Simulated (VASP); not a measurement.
# BN: relaxed cell and band gap, by functional

BN, P6_3mc (no. 186), 4 atoms in the cell.

| Functional | Volume (Å³/atom) | Change from the starting volume (fraction) | Gap, path and mesh (eV) | Time (s) |
|---|---|---|---|---|
| TM (libxc) | 5.89 | -0.013 | 5.09 | 222 |
| MVS (libxc) | 5.79 | -0.030 | 5.75 | 237 |
| tau-HCTH (libxc) | 5.99 | 0.003 | 5.58 | 101 |
| HLE17 (libxc) | 5.20 | -0.129 | 6.53 | 272 |

## Input of the first row

INCAR.step1:
```
SYSTEM = BN
PREC = Accurate
ENCUT = 600
EDIFF = 1E-5
ISMEAR = 0
SIGMA = 0.02
LREAL = .False.
LASPH = .True.
GGA_COMPAT = .False.
ALGO = Normal
NELM = 150
ISIF = 2
LWAVE = .True.
LCHARG = .False.
GGA = PE
KPAR = 4
```

INCAR.step2:
```
SYSTEM = BN
PREC = Accurate
ENCUT = 600
EDIFF = 1E-7
ISMEAR = 0
SIGMA = 0.02
LREAL = .False.
LASPH = .True.
GGA_COMPAT = .False.
ALGO = Normal
NELM = 150
ISIF = 3
LWAVE = .False.
LCHARG = .False.
METAGGA = LIBXC
LIBXC1 = MGGA_X_TM
LIBXC2 = MGGA_C_TM
LMIXTAU = .True.
IBRION = 2
EDIFFG = -0.005
NSW = 60
ISTART = 1
KPAR = 4
```

INCAR.step3, as INCAR.step2 but for:
```
- NSW = 60
- ISTART = 1
+ NSW = 40
```

INCAR.step4, as INCAR.step3 but for:
```
- ISIF = 3
- IBRION = 2
- EDIFFG = -0.005
- NSW = 40
+ ISIF = 2
+ NBANDS = 16
```

KPOINTS:
```
k-points
0
Gamma
  9 9 5
```

KPOINTS_OPT:
```
path GMKGALHA,LM,KH
8
line-mode
reciprocal
 0.0000000000  0.0000000000  0.0000000000  G
 0.5000000000  0.0000000000  0.0000000000  M

 0.5000000000  0.0000000000  0.0000000000  M
 0.3333333333  0.3333333333  0.0000000000  K

 0.3333333333  0.3333333333  0.0000000000  K
 0.0000000000  0.0000000000  0.0000000000  G

 0.0000000000  0.0000000000  0.0000000000  G
 0.0000000000  0.0000000000  0.5000000000  A

 0.0000000000  0.0000000000  0.5000000000  A
 0.5000000000  0.0000000000  0.5000000000  L

 0.5000000000  0.0000000000  0.5000000000  L
 0.3333333333  0.3333333333  0.5000000000  H

 0.3333333333  0.3333333333  0.5000000000  H
 0.0000000000  0.0000000000  0.5000000000  A

 0.5000000000  0.0000000000  0.5000000000  L
 0.5000000000  0.0000000000  0.0000000000  M

 0.3333333333  0.3333333333  0.0000000000  K
 0.3333333333  0.3333333333  0.5000000000  H
```

POSCAR.step1:
```
BN
1.0
    2.5539396017      0.0000000000      0.0000000000
   -1.2769698009      2.2117765748      0.0000000000
    0.0000000000      0.0000000000      4.2268550000
N B
2 2
Direct
    0.3333333333      0.6666666667      0.1252760000
    0.6666666667      0.3333333333      0.6252760000
    0.3333333333      0.6666666667      0.4997240000
    0.6666666667      0.3333333333      0.9997240000
```

Commands (each step's output is kept before the next begins):
```
cat potpaw_PBE.64/N/POTCAR potpaw_PBE.64/B/POTCAR > POTCAR
cp INCAR.step1 INCAR
cp POSCAR.step1 POSCAR
mpirun -np 4 vasp_std > vasp.out
cp INCAR.step2 INCAR
mpirun -np 4 vasp_std > vasp.out
cp CONTCAR POSCAR
rm WAVECAR CHG
cp INCAR.step3 INCAR
mpirun -np 4 vasp_std > vasp.out
cp CONTCAR POSCAR
rm WAVECAR CHG
cp INCAR.step4 INCAR
mpirun -np 4 vasp_std > vasp.out
```

Changes of the last row against the first:
```
- LIBXC1 = MGGA_X_TM
- LIBXC2 = MGGA_C_TM
+ LIBXC1 = MGGA_XC_HLE17
```

VASP 6.6.1 took 222 s on 4 cores (Intel Xeon Platinum 8259CL @ 2.50GHz (Skylake/Cascade Lake)), a shared host.
